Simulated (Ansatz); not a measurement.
# HfO2 (P2_1/c): the host for defect calculations, part 2 of 2

Aim: the runs on the perfect crystal HfO2 (P2_1/c) that a defect calculation needs first.

Ansatz 0.2.0; plane-wave PAW DFT, PBEsol; relaxation of the host's cell and atoms; PAW set soft_1 (the session's first sound run).

So far. Step 3 (Dielectric tensors of the host): The principal values of the electronic dielectric tensor are 4.69, 5.07 and 5.10. The principal values of the static dielectric tensor are 14.94, 18.84 and 20.97.

### Step 4. Defect free supercell relaxed in its symmetry

This cell, the one that will hold the defects, is built from the relaxed host. Its coarser k-points can move the atoms a little, so it is relaxed from the symmetric sites, as the reference for the test of stability.

This step: plane-wave PAW DFT, PBEsol; relaxation of the defect-free supercell in its symmetry; PAW set soft_1 (Ansatz 0.2.0).

System of this step: HfO2 (P2_1/c). The cell holds 96 atoms: 32 Hf and 64 O. Its edges and angles: a = 10.192 Å, b = 10.355 Å, c = 10.542 Å, α = 90.0°, β = 99.6°, γ = 90.0°.

pristine.symmetric/input.yaml

```yaml
crystal:
  lattice:
    - [10.1921257932, 0.0, -0.0032999275]
    - [0.0, 10.3550596564, 0.0]
    - [-1.7563578074, 0.0, 10.3946748381]
  atoms:
    - { symbol: Hf, position: [0.1385773073, 0.2285109122, 0.354093505] }
    - { symbol: Hf, position: [0.3614226927, 0.4785109122, 0.395906495] }
    - { symbol: Hf, position: [0.3614226927, 0.2714890878, 0.145906495] }
    - { symbol: Hf, position: [0.1385773073, 0.0214890878, 0.104093505] }
    - { symbol: O, position: [0.2235658288, 0.3708982762, 0.4900108599] }
    - { symbol: O, position: [0.2764341712, 0.1208982762, 0.2599891401] }
    - { symbol: O, position: [0.2764341712, 0.1291017238, 0.0099891401] }
    - { symbol: O, position: [0.2235658288, 0.3791017238, 0.2400108599] }
    - { symbol: O, position: [0.035647448, 0.1687329154, 0.170391235] }
    - { symbol: O, position: [0.464352552, 0.4187329154, 0.079608765] }
    - { symbol: O, position: [0.464352552, 0.3312670846, 0.329608765] }
    - { symbol: O, position: [0.035647448, 0.0812670846, 0.420391235] }
    - { symbol: Hf, position: [0.1385773073, 0.2285109122, 0.854093505] }
    - { symbol: Hf, position: [0.3614226927, 0.4785109122, 0.895906495] }
    - { symbol: Hf, position: [0.3614226927, 0.2714890878, 0.645906495] }
    - { symbol: Hf, position: [0.1385773073, 0.0214890878, 0.604093505] }
    - { symbol: O, position: [0.2235658288, 0.3708982762, 0.9900108599] }
    - { symbol: O, position: [0.2764341712, 0.1208982762, 0.7599891401] }
    - { symbol: O, position: [0.2764341712, 0.1291017238, 0.5099891401] }
    - { symbol: O, position: [0.2235658288, 0.3791017238, 0.7400108599] }
    - { symbol: O, position: [0.035647448, 0.1687329154, 0.670391235] }
    - { symbol: O, position: [0.464352552, 0.4187329154, 0.579608765] }
    - { symbol: O, position: [0.464352552, 0.3312670846, 0.829608765] }
    - { symbol: O, position: [0.035647448, 0.0812670846, 0.920391235] }
    - { symbol: Hf, position: [0.1385773073, 0.7285109122, 0.354093505] }
    - { symbol: Hf, position: [0.3614226927, 0.9785109122, 0.395906495] }
    - { symbol: Hf, position: [0.3614226927, 0.7714890878, 0.145906495] }
    - { symbol: Hf, position: [0.1385773073, 0.5214890878, 0.104093505] }
    - { symbol: O, position: [0.2235658288, 0.8708982762, 0.4900108599] }
    - { symbol: O, position: [0.2764341712, 0.6208982762, 0.2599891401] }
[... 60 atom lines left out ...]
    - { symbol: O, position: [0.7764341712, 0.6291017238, 0.5099891401] }
    - { symbol: O, position: [0.7235658288, 0.8791017238, 0.7400108599] }
    - { symbol: O, position: [0.535647448, 0.6687329154, 0.670391235] }
    - { symbol: O, position: [0.964352552, 0.9187329154, 0.579608765] }
    - { symbol: O, position: [0.964352552, 0.8312670846, 0.829608765] }
    - { symbol: O, position: [0.535647448, 0.5812670846, 0.920391235] }
basis:
  ecutwfc: 420
  xc_grid: 2
hamiltonian:
  xc: pbesol
  pseudopotentials: { kind: paw, azcp: { folder: soft_1 }, xc_functional: pbe }
kpoints:
  mp_grid: { grid: [1, 1, 1] }
scf:
  occupations: { method: fermi_dirac, width: 0.01 }
  max_iter: 100
  lower_state_search: "off"
output:
  forces: true
relax:
  f_tol: 0.015
  max_steps: 60
  escape_saddle: false
checkpoint:
  write: "../pristine.symmetric.run"
  compress: false
  write_wavefunctions: false
  write_every: 100000
```

Command:

```bash
> ansatz run input.yaml --threads 32 --pin off --max-ram 84787MiB --backend cuda --events-out ev --progress --plain --runs-dir out --max-vram 78GiB
```

Numbers of over 12 decimals in the logs are rounded to 6 here.

What it wrote:

```text
[...]
device memory: the entry about to start is reckoned to put 4.2 GiB on a device that reports 171.3 GiB free (of which the cap on the GPU budget leaves the run 78.0 GiB)
GPU FFT provider: cuFFT
GPU libraries: cuBLAS 13.8.1, cuFFT 12.4.0, cuSOLVER 12.3.2
GPU matrix products: emulated (plane waves: as basis.precision tells), large ones in fixed point in workspaces of 1.00 GiB
Crystal: 96 atoms, lattice volume = 1096.995 Å³
Basis set: ecut = 420 eV, 21487 PW (Γ), exchange–correlation on 144×144×144 points (8 copies of the dense FFT grid, shifted against one another)
Bands: 730, of which v1, the nominal top of the filled ones, is band 608 counted from 1 (607 counted from 0)
Symmetry: 32 space group operations
[...]
k-points: 1
[...]
GPU buffer pool allocated for 373248 grid points (all kernels)
GPU transforms: local potential and band sums: pruned to the plane-wave sphere, on 72×72×72
[...]
SCF iter   1: F=—  HF=-535257.853523 eV  |Δ(HF+E_count)|=         —  Δρ=9.32e-2  dr2=7.78e1  Hψ=2163
[...]
SCF iter  10: F=-535233.778018 eV  HF=-535233.778017 eV  |Δ(HF+E_count)|=   1.09e-5  Δρ=1.34e-5  dr2=2.13e-6  Hψ=3176
SCF 1 converged in 10 iterations: F = -535233.778018 eV  dr2 = 2.13e-6
[...]
relax step   1: F+E_penalty+E_count = -535233.77801815 eV  Δ(F+E_penalty+E_count) = +0.000e0 eV  max|allowed force component| = 1.112e-2 eV/Å  Δτ_max = 0.0000 Å  (10 SCF iters, dr2 threshold 5.63e-6 eV, accepted)
[...]
SCF iter   4: F=-535233.778019 eV  HF=-535233.778019 eV  |Δ(HF+E_count)|=   1.71e-7  Δρ=1.51e-6  dr2=2.34e-8  Hψ=3116
SCF 2 converged in 4 iterations: F = -535233.778019 eV  dr2 = 2.34e-8
relax step   2: F+E_penalty+E_count = -535233.77801892 eV  Δ(F+E_penalty+E_count) = -7.723e-7 eV  max|allowed force component| = 1.111e-2 eV/Å  Δτ_max = 0.0000 Å  (4 SCF iters, accepted)
SCF converged after 4 iterations
Free energy (F): -535233.778019 eV
[...]
Internal energy: -535233.778019 eV  (E = F + TS)
E sigma→0 (E₀):  -535233.778019 eV
Fermi energy:    14.982624 eV
[...]
--- Forces (eV/Å), atoms counted from 1 ---
  atom   1  Hf    -0.01020790    -0.00853984    -0.00834641
  atom   2  Hf     0.01020790    -0.00853984     0.00834641
  atom   3  Hf     0.01020790     0.00853984     0.00834641
  atom   4  Hf    -0.01020790     0.00853984    -0.00834641
  atom   5  O     -0.00879379    -0.00193394    -0.00145011
  atom   6  O      0.00879379    -0.00193394     0.00145011
  [... 90 more lines of this table ...]
  max |Σ_I F_I| component: 2.78e-17 eV/Å
--- Relaxed structure (2 steps of the walk, 2 accepted, 0 SCFs on fresh bases) ---
  F+E_penalty+E_count = -535233.77801892 eV   max|allowed force component| = 1.111e-2 eV/Å
  atoms:
    - { symbol: Hf, position: [0.1385773073, 0.228511, 0.354093505] }
    - { symbol: Hf, position: [0.361423, 0.478511, 0.395906] }
    - { symbol: Hf, position: [0.3614226927, 0.2714890878, 0.145906495] }
    - { symbol: Hf, position: [0.1385773073, 0.0214890878, 0.104094] }
    - { symbol: O, position: [0.223566, 0.3708982762, 0.4900108599] }
    - { symbol: O, position: [0.2764341712, 0.1208982762, 0.2599891401] }
  [... 90 more lines of this table ...]
```

Run time: 2.2 s. Hardware: 1 × NVIDIA GB200 with 32 threads of Arm Neoverse V2, shared host; peak memory 1.1 GiB; 6 s of CPU time.

No atom moved by 0.005 Å in the relaxation.

### Step 5. Defect free supercell relaxed from displaced atoms

This step: plane-wave PAW DFT, PBEsol; relaxation of the defect-free supercell from random displacements, a test of the host's stability; PAW set soft_1 (Ansatz 0.2.0).

pristine.rattled/input.yaml, as its differences from pristine.symmetric/input.yaml of step 4:

```diff
@@ -59,6 +59,6 @@
   f_tol: 0.015
-  max_steps: 60
-  escape_saddle: false
+  max_steps: 120
+  random_displacement: { amplitude: 0.06, seed: 4577 }
 checkpoint:
-  write: "../pristine.symmetric.run"
+  write: "../pristine.rattled.run"
   compress: false
```

What it wrote:

```text
[...]
Crystal: 96 atoms, lattice volume = 1096.995 Å³
Basis set: ecut = 420 eV, 21487 PW (Γ), exchange–correlation on 144×144×144 points (8 copies of the dense FFT grid, shifted against one another)
Bands: 730, of which v1, the nominal top of the filled ones, is band 608 counted from 1 (607 counted from 0)
Symmetry: 1 space group operations
k-points: 1
[...]
SCF iter   1: F=—  HF=-535255.379403 eV  |Δ(HF+E_count)|=         —  Δρ=9.35e-2  dr2=7.89e1  Hψ=2163
[...]
SCF iter   2: F=—  HF=-535237.185996 eV  |Δ(HF+E_count)|=    1.82e1  Δρ=4.19e-2  dr2=1.82e1  Hψ=1422
[...]
SCF iter  11: F=-535230.844634 eV  HF=-535230.844634 eV  |Δ(HF+E_count)|=   5.37e-6  Δρ=1.55e-5  dr2=2.31e-6  Hψ=3514
SCF 1 converged in 11 iterations: F = -535230.844634 eV  dr2 = 2.31e-6
[...]
relax step   1: F+E_penalty+E_count = -535230.84463405 eV  Δ(F+E_penalty+E_count) = +0.000e0 eV  max|allowed force component| = 2.409e0 eV/Å  Δτ_max = 0.0000 Å  (11 SCF iters, dr2 threshold 5.63e-6 eV, accepted)
[...]
relax step   2: F+E_penalty+E_count = -535232.95951664 eV  Δ(F+E_penalty+E_count) = -2.115e0 eV  max|allowed force component| = 9.926e-1 eV/Å  Δτ_max = 0.1215 Å  (7 SCF iters, dr2 threshold 1.00e-4 eV, accepted)
relax step   3: F+E_penalty+E_count = -535233.77614507 eV  Δ(F+E_penalty+E_count) = -8.166e-1 eV  max|allowed force component| = 4.852e-2 eV/Å  Δτ_max = 0.0878 Å  (7 SCF iters, dr2 threshold 6.16e-5 eV, accepted)
relax step   4: F+E_penalty+E_count = -535233.77614661 eV  Δ(F+E_penalty+E_count) = -1.539e-6 eV  max|allowed force component| = 4.806e-2 eV/Å  Δτ_max = 0.0000 Å  (4 SCF iters, accepted)
[...]
SCF iter   1: F=—  HF=-535233.770700 eV  |Δ(HF+E_count)|=         —  Δρ=6.20e-4  dr2=2.24e-3  Hψ=1326
[...]
SCF iter   2: F=—  HF=-535233.770299 eV  |Δ(HF+E_count)|=   4.01e-4  Δρ=3.13e-4  dr2=5.10e-4  Hψ=840
[...]
SCF iter   7: F=-535233.778665 eV  HF=-535233.778665 eV  |Δ(HF+E_count)|=   1.50e-7  Δρ=1.36e-6  dr2=2.08e-8  Hψ=3101
SCF 5 converged in 7 iterations: F = -535233.778665 eV  dr2 = 2.08e-8
[...]
relax step   5: F+E_penalty+E_count = -535233.77866538 eV  Δ(F+E_penalty+E_count) = -2.519e-3 eV  max|allowed force component| = 3.097e-3 eV/Å  Δτ_max = 0.0093 Å  (7 SCF iters, accepted)
SCF converged after 7 iterations
Free energy (F): -535233.778665 eV
[...]
Internal energy: -535233.778665 eV  (E = F + TS)
E sigma→0 (E₀):  -535233.778665 eV
Fermi energy:    14.981913 eV
[...]
--- Forces (eV/Å), atoms counted from 1 ---
  atom   1  Hf     0.00005419    -0.00018351     0.00038317
  atom   2  Hf     0.00069380     0.00169606    -0.00021118
  atom   3  Hf     0.00077417    -0.00078106    -0.00095149
  atom   4  Hf    -0.00037880    -0.00234621     0.00162714
  atom   5  O     -0.00010316     0.00053591     0.00043571
  atom   6  O     -0.00200449     0.00140663    -0.00115203
  [... 90 more lines of this table ...]
  max |Σ_I F_I| component: 1.23e-4 eV/Å
--- Relaxed structure (5 steps of the walk, 5 accepted, 0 SCFs on fresh bases) ---
  F+E_penalty+E_count = -535233.77866538 eV   max|allowed force component| = 3.097e-3 eV/Å
  atoms:
    - { symbol: Hf, position: [0.138338, 0.228679, 0.353588] }
    - { symbol: Hf, position: [0.361224, 0.478665, 0.395442] }
    - { symbol: Hf, position: [0.361221, 0.271820, 0.145441] }
    - { symbol: Hf, position: [0.138336, 0.021829, 0.103583] }
    - { symbol: O, position: [0.223256, 0.371155, 0.489470] }
    - { symbol: O, position: [0.276315, 0.121145, 0.259559] }
  [... 90 more lines of this table ...]
```

Wall time 4.3 s (1 × NVIDIA GB200 with 32 threads); peak memory 1.1 GiB; 14 s of CPU time.

The steps of the relaxation:

```csv
step,energy less that of the first step (eV),largest force component (eV/Å)
1,0.0000,2.4086
2,-2.1149,0.9926
3,-2.9315,0.0485
4,-2.9315,0.0481
5,-2.9340,0.0031
```

The relaxation ends 31 meV an atom lower than the displaced start, with a largest force component of 0.0031 eV/Å.

### Step 6. Host on a dense mesh

This step: plane-wave PAW DFT, PBEsol; single point of the defect-free host, a test of the k-point sampling; PAW set soft_1 (Ansatz 0.2.0).

System of this step: HfO2 (P2_1/c). It takes space group P2_1/c (No. 14, monoclinic). The conventional cell has a = 5.096 Å, b = 5.178 Å, c = 5.271 Å, α = 90.00°, β = 99.61°, γ = 90.00°. Nearest to Hf lie 7 O at 2.04 to 2.23 Å. Nearest to O lie 4 Hf at 2.14 to 2.23 Å. Nearest to O lie 3 Hf at 2.04 to 2.13 Å. Farther neighbours and most contacts between anions are not listed.

dense/input.yaml

```yaml
crystal:
  lattice:
    - [5.0960628966, 0.0, -0.0016499638]
    - [0.0, 5.1775298282, 0.0]
    - [-0.8781789037, 0.0, 5.197337419]
  atoms:
    - { symbol: Hf, position: [0.2771546146, 0.4570218243, 0.70818701] }
    - { symbol: Hf, position: [0.7228453854, 0.9570218243, 0.79181299] }
    - { symbol: Hf, position: [0.7228453854, 0.5429781757, 0.29181299] }
    - { symbol: Hf, position: [0.2771546146, 0.0429781757, 0.20818701] }
    - { symbol: O, position: [0.4471316577, 0.7417965525, 0.9800217198] }
    - { symbol: O, position: [0.5528683423, 0.2417965525, 0.5199782802] }
    - { symbol: O, position: [0.5528683423, 0.2582034475, 0.0199782802] }
    - { symbol: O, position: [0.4471316577, 0.7582034475, 0.4800217198] }
    - { symbol: O, position: [0.0712948959, 0.3374658308, 0.3407824699] }
    - { symbol: O, position: [0.9287051041, 0.8374658308, 0.1592175301] }
    - { symbol: O, position: [0.9287051041, 0.6625341692, 0.6592175301] }
    - { symbol: O, position: [0.0712948959, 0.1625341692, 0.8407824699] }
basis:
  ecutwfc: 420
  xc_grid: 2
hamiltonian:
  xc: pbesol
  pseudopotentials: { kind: paw, azcp: { folder: soft_1 }, xc_functional: pbe }
kpoints:
  mp_grid: { grid: [6, 6, 6] }
scf:
  occupations: { method: fermi_dirac, width: 0.01 }
  max_iter: 100
  lower_state_search: "off"
checkpoint:
  write: "../dense.run"
  compress: false
  write_wavefunctions: false
  write_every: 100000
```

What it wrote:

```text
[...]
GPU FFT provider: cuFFT
GPU libraries: cuBLAS 13.8.1, cuFFT 12.4.0, cuSOLVER 12.3.2
[...]
Crystal: 12 atoms, lattice volume = 137.124 Å³
Basis set: ecut = 420 eV, 2689 PW (Γ), exchange–correlation on 72×72×72 points (8 copies of the dense FFT grid, shifted against one another)
Bands: 88, of which v1, the nominal top of the filled ones, is band 76 counted from 1 (75 counted from 0)
Symmetry: 4 space group operations
[...]
k-points: 80 of 216
[...]
GPU buffer pool allocated for 46656 grid points (all kernels)
[...]
SCF iter   1: F=—  HF=-66907.277840 eV  |Δ(HF+E_count)|=         —  Δρ=9.33e-2  dr2=9.75e0  Hψ=21800
[...]
SCF iter  11: F=-66904.260422 eV  HF=-66904.260422 eV  |Δ(HF+E_count)|=   1.75e-7  Δρ=3.89e-6  dr2=2.11e-8  Hψ=20073
SCF 1 converged in 11 iterations: F = -66904.260422 eV  dr2 = 2.11e-8
[...]
SCF converged after 11 iterations
Free energy (F): -66904.260422 eV
[...]
Internal energy: -66904.260422 eV  (E = F + TS)
E sigma→0 (E₀):  -66904.260422 eV
Fermi energy:    14.981107 eV
[...]
```

Run time: 1.7 s. Hardware: 1 × NVIDIA GB200 with 32 threads; peak memory 0.98 GiB; 5 s of CPU time.

### Step 7. Defect free supercell at the zone centre

The supercell is run at the zone centre, to see how far that sampling misses the dense mesh.

System of this step: HfO2 (P2_1/c). The cell holds 96 atoms: 32 Hf and 64 O. Its edges and angles: a = 10.192 Å, b = 10.355 Å, c = 10.542 Å, α = 90.0°, β = 99.6°, γ = 90.0°.

pristine.sampling_gamma/input.yaml, as its differences from pristine.rattled/input.yaml of step 5:

```diff
@@ -55,10 +55,4 @@
   lower_state_search: "off"
-output:
-  forces: true
-relax:
-  f_tol: 0.015
-  max_steps: 120
-  random_displacement: { amplitude: 0.06, seed: 4577 }
 checkpoint:
-  write: "../pristine.rattled.run"
+  write: "../pristine.sampling_gamma.run"
   compress: false
```

What it wrote:

```text
[...]
GPU FFT provider: cuFFT
GPU libraries: cuBLAS 13.8.1, cuFFT 12.4.0, cuSOLVER 12.3.2
[...]
Crystal: 96 atoms, lattice volume = 1096.995 Å³
Basis set: ecut = 420 eV, 21487 PW (Γ), exchange–correlation on 144×144×144 points (8 copies of the dense FFT grid, shifted against one another)
Bands: 704, of which v1, the nominal top of the filled ones, is band 608 counted from 1 (607 counted from 0)
Symmetry: 32 space group operations
[...]
k-points: 1
[...]
GPU buffer pool allocated for 373248 grid points (all kernels)
[...]
SCF iter   1: F=—  HF=-535257.859405 eV  |Δ(HF+E_count)|=         —  Δρ=9.32e-2  dr2=7.78e1  Hψ=2137
[...]
SCF iter  12: F=-535233.778019 eV  HF=-535233.778019 eV  |Δ(HF+E_count)|=   1.15e-7  Δρ=1.51e-6  dr2=1.77e-8  Hψ=2002
SCF 1 converged in 12 iterations: F = -535233.778019 eV  dr2 = 1.77e-8
[...]
SCF converged after 12 iterations
Free energy (F): -535233.778019 eV
[...]
Internal energy: -535233.778019 eV  (E = F + TS)
E sigma→0 (E₀):  -535233.778019 eV
Fermi energy:    14.982628 eV
[...]
```

Run time: 1.8 s. Hardware: 1 × NVIDIA GB200 with 32 threads; peak memory 1.2 GiB.

### Step 8. Results

```
primitive cell vectors, lengths                                      : 5.096, 5.178, 5.271 Å
electronic dielectric constant                                       : principal values (4.69, 5.07, 5.10)
static dielectric constant                                           : principal values (14.94, 18.84, 20.97)
gap on the k-mesh of the response run (PBEsol)                       : 4.03 eV
supercell relaxed in its symmetry less the displaced and relaxed one : 0.001 eV
energy an atom at the zone centre alone less that on the dense mesh  : 0.003 eV
```

**Reading.** Step 5: The energy fell by 2.934 eV from the randomly displaced start; the atoms end within 0.005 Å of the sites as typed, once the mean shift is taken out. The displaced cell ends within 0.01 eV of the symmetric one relaxed in its symmetry, so no lower structure shows in this supercell. The k-mesh can miss the band edges, so this gap is an upper bound at this level. All at zero temperature.

[Logs are printed without paths, hosts, clocks, repeated set-up lines and the standing remarks that a program may print on its own settings, such as how far it seeks lower states.]

[Hosts, paths, dates, database ids (printed as entryN), source tags and the programs' standing remarks are cut or masked in the printed files.]

[Runs of the host that timed out are not shown.]

[For some hosts the program warned that the k-mesh of the response run may be too coarse for force constants and the static dielectric constant; such warnings are not always shown.]
